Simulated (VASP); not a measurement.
# SiC (Moissanite 3C) (F-43m) in VASP: settings compared, part 2 of 2

VASP 6.6.1. The steps go on from the part before.

## Step 4: Single point, AM05+D4

Input file run.py:

```python
from ase.calculators.vasp import Vasp
from ase.dft.bandgap import bandgap
from ase.io import read

atoms = read('SiC.cif', primitive_cell=True, subtrans_included=False)
calc = Vasp(
    directory='calc',
    xc='am05',
    pp='PBE',
    setups='minimal',
    prec='Accurate',
    encut=500,
    ediff=1e-06,
    ismear=-5,
    sigma=0.05,
    lreal=False,
    lasph=True,
    nelm=100,
    algo='Fast',
    isif=2,
    lwave=False,
    lcharg=False,
    ivdw=13,
    kpts=[10, 10, 10],
    gamma=True,
)
atoms.calc = calc

print('energy (eV):', atoms.get_potential_energy())
print('free energy (eV):', atoms.get_potential_energy(force_consistent=True))
print('forces (eV/A):')
print(atoms.get_forces())
print('stress (eV/A^3, Voigt):', atoms.get_stress())
print('Fermi level (eV):', calc.get_fermi_level())
gap, top, bottom = bandgap(calc)
print('band gap (eV):', gap, 'from (spin, k, band)', top, 'to', bottom)
```

Input file SiC.cif:

```cif
data_SiC
_cell_length_a 4.35800000
_cell_length_b 4.35800000
_cell_length_c 4.35800000
_cell_angle_alpha 90.00000000
_cell_angle_beta 90.00000000
_cell_angle_gamma 90.00000000
_space_group_name_H-M_alt 'F-43m'
_space_group_name_Hall 'F -4 2 3'
_space_group_IT_number 216
loop_
_space_group_symop_operation_xyz
'x,y,z'
'y,-x,-z'
'-x,-y,z'
'-y,x,-z'
'x,-y,-z'
'y,x,z'
'-x,y,-z'
'-y,-x,z'
'z,x,y'
'-z,y,-x'
'z,-x,-y'
'-z,-y,x'
'-z,x,-y'
'z,y,x'
'-z,-x,y'
'z,-y,-x'
'y,z,x'
'-x,-z,y'
'-y,z,-x'
'x,-z,-y'
'-y,-z,x'
'x,z,y'
'y,-z,-x'
'-x,z,-y'
'x,y+1/2,z+1/2'
'y,-x+1/2,-z+1/2'
'-x,-y+1/2,z+1/2'
'-y,x+1/2,-z+1/2'
'x,-y+1/2,-z+1/2'
'y,x+1/2,z+1/2'
'-x,y+1/2,-z+1/2'
'-y,-x+1/2,z+1/2'
'z,x+1/2,y+1/2'
'-z,y+1/2,-x+1/2'
'z,-x+1/2,-y+1/2'
'-z,-y+1/2,x+1/2'
'-z,x+1/2,-y+1/2'
'z,y+1/2,x+1/2'
'-z,-x+1/2,y+1/2'
'z,-y+1/2,-x+1/2'
'y,z+1/2,x+1/2'
'-x,-z+1/2,y+1/2'
'-y,z+1/2,-x+1/2'
'x,-z+1/2,-y+1/2'
'-y,-z+1/2,x+1/2'
'x,z+1/2,y+1/2'
'y,-z+1/2,-x+1/2'
'-x,z+1/2,-y+1/2'
'x+1/2,y,z+1/2'
'y+1/2,-x,-z+1/2'
'-x+1/2,-y,z+1/2'
'-y+1/2,x,-z+1/2'
'x+1/2,-y,-z+1/2'
'y+1/2,x,z+1/2'
'-x+1/2,y,-z+1/2'
'-y+1/2,-x,z+1/2'
'z+1/2,x,y+1/2'
'-z+1/2,y,-x+1/2'
'z+1/2,-x,-y+1/2'
'-z+1/2,-y,x+1/2'
'-z+1/2,x,-y+1/2'
'z+1/2,y,x+1/2'
'-z+1/2,-x,y+1/2'
'z+1/2,-y,-x+1/2'
'y+1/2,z,x+1/2'
'-x+1/2,-z,y+1/2'
'-y+1/2,z,-x+1/2'
'x+1/2,-z,-y+1/2'
'-y+1/2,-z,x+1/2'
'x+1/2,z,y+1/2'
'y+1/2,-z,-x+1/2'
'-x+1/2,z,-y+1/2'
'x+1/2,y+1/2,z'
'y+1/2,-x+1/2,-z'
'-x+1/2,-y+1/2,z'
'-y+1/2,x+1/2,-z'
'x+1/2,-y+1/2,-z'
'y+1/2,x+1/2,z'
'-x+1/2,y+1/2,-z'
'-y+1/2,-x+1/2,z'
'z+1/2,x+1/2,y'
'-z+1/2,y+1/2,-x'
'z+1/2,-x+1/2,-y'
'-z+1/2,-y+1/2,x'
'-z+1/2,x+1/2,-y'
'z+1/2,y+1/2,x'
'-z+1/2,-x+1/2,y'
'z+1/2,-y+1/2,-x'
'y+1/2,z+1/2,x'
'-x+1/2,-z+1/2,y'
'-y+1/2,z+1/2,-x'
'x+1/2,-z+1/2,-y'
'-y+1/2,-z+1/2,x'
'x+1/2,z+1/2,y'
'y+1/2,-z+1/2,-x'
'-x+1/2,z+1/2,-y'
loop_
_atom_site_label
_atom_site_type_symbol
_atom_site_symmetry_multiplicity
_atom_site_Wyckoff_symbol
_atom_site_fract_x
_atom_site_fract_y
_atom_site_fract_z
_atom_site_occupancy
Si1 Si 4 a 0.0000000000 0.0000000000 0.0000000000 1
C1 C 4 c 0.2500000000 0.2500000000 0.2500000000 1
```

Potentials or basis: VASP PAW PBE potentials, release 64 (Si, C).

Command:

```sh
python run.py
```

The log of the run:

```text
energy (eV): -15.95628677
free energy (eV): -15.95628677
forces (eV/A):
[[-0.  0.  0.]
 [ 0. -0. -0.]]
stress (eV/A^3, Voigt): [ 0.01717602  0.01717602  0.01717602 -0.         -0.         -0.        ]
Fermi level (eV): 8.08330831
band gap (eV): 1.2341999999999995 from (spin, k, band) (0, np.int64(0), np.int64(3)) to (0, np.int64(30), np.int64(4))
```

OUTCAR:

```text
ENCUT = 500.000000
   EDIFF = 1.00e-06
   GGA = AM
   PREC = Accurate
   ISIF = 2
   ISMEAR = -5
   NELM = 100
[... 493 lines left out ...]
      0.00000      0.00000      0.00000        -0.000000      0.000000      0.000000
      1.08950      1.08950      1.08950         0.000000     -0.000000     -0.000000
 -----------------------------------------------------------------------------------
    total drift:                                0.000000      0.000000      0.000000

  FREE ENERGIE OF THE ION-ELECTRON SYSTEM (eV)
  ---------------------------------------------------
  free  energy   TOTEN  =       -15.9562867744 eV

  energy  without entropy=      -15.9562867744  energy(sigma->0) =      -15.95628677
```

INCAR:

```text
ENCUT = 500.000000
SIGMA = 0.050000
EDIFF = 1.00e-06
ALGO = Fast
GGA = AM
PREC = Accurate
ISIF = 2
ISMEAR = -5
NELM = 100
IVDW = 13
LASPH = .TRUE.
LCHARG = .FALSE.
LWAVE = .FALSE.
LREAL = .FALSE.
```

Run time: 26 s. Hardware: 1 thread of AMD EPYC 7R43 (Zen 3), shared host; peak memory 0.09 GiB.

What came out:

| Item | Value |
| --- | --- |
| Free energy | -15.9563 eV |
| Pressure | -2.8 GPa |
| Band gap on the k mesh | 1.23 eV, indirect (least direct gap 4.45 eV) |
| Dispersion energy per atom | -0.186 eV |

Caveat: the PAW data sets were made with another functional, which shifts forces and pressure a little.

## Step 5: For comparison

An earlier run on the cell as given: functional PBE; potentials or basis VASP PAW PBE potentials, release 64 (Si, C); cutoff 520 eV; k mesh 10 × 10 × 10; occupations fermi-dirac, width 0.05 eV; no spin polarisation.

- Pressure: 3.2 GPa
- Band gap on the k mesh: 1.36 eV, indirect (least direct gap 4.54 eV)

## Step 6: Summary

```csv
task,level,cell,k mesh,cutoff (eV),smearing,grid for exact exchange (PRECFOCK),exchange at q = 0,mesh quality,gap on the mesh (eV),pressure (GPa)
single point,PBE,as given,10 × 10 × 10,520,gaussian 0.016 eV,-,-,not flagged,1.36,3.2
relaxation of cell and atoms,B3LYP,relaxed,5 × 5 × 5,600,fermi-dirac 0.05 eV,Fast,truncated,coarse,3.49,0.0
single point,AM05+D4,as given,10 × 10 × 10,500,tetrahedron,-,-,not flagged,1.23,-2.8
single point,PBE,as given,10 × 10 × 10,520,fermi-dirac 0.05 eV,-,-,not flagged,1.36,3.2
```

Alike in all rows: potentials or basis VASP PAW PBE potentials, release 64 (Si, C); no spin polarisation.

Caveats: some runs use coarse meshes; the PAW data sets were made with another functional, which shifts forces and pressure a little (some runs); an odd mesh through Γ misses points on the zone boundary, where band edges often lie (some runs).

Absolute energies hang on the potentials; compare differences alone.

## Step 7: How close it comes

Step 2. Measured gap of SiC: 2.4 eV (indirect; quoted in “Insight into the structural, elastic and electronic properties of a new orthorhombic 6O-SiC polytype”, 2020, pmc:7200658). This calculation gives 1.36 eV (-1.04 eV). The value is that of PBE on a finite k mesh, which can miss the band edges, without temperature or zero-point motion. Semilocal functionals fall short of measured gaps as a rule.

Step 4. A measured gap of SiC is 2.4 eV (indirect; quoted in “Insight into the structural, elastic and electronic properties of a new orthorhombic 6O-SiC polytype”, 2020, pmc:7200658); the calculated 1.23 eV misses it by -1.17 eV. The value is that of AM05+D4 on a finite k mesh, which can miss the band edges, without temperature or zero-point motion. Semilocal functionals fall short of measured gaps as a rule.
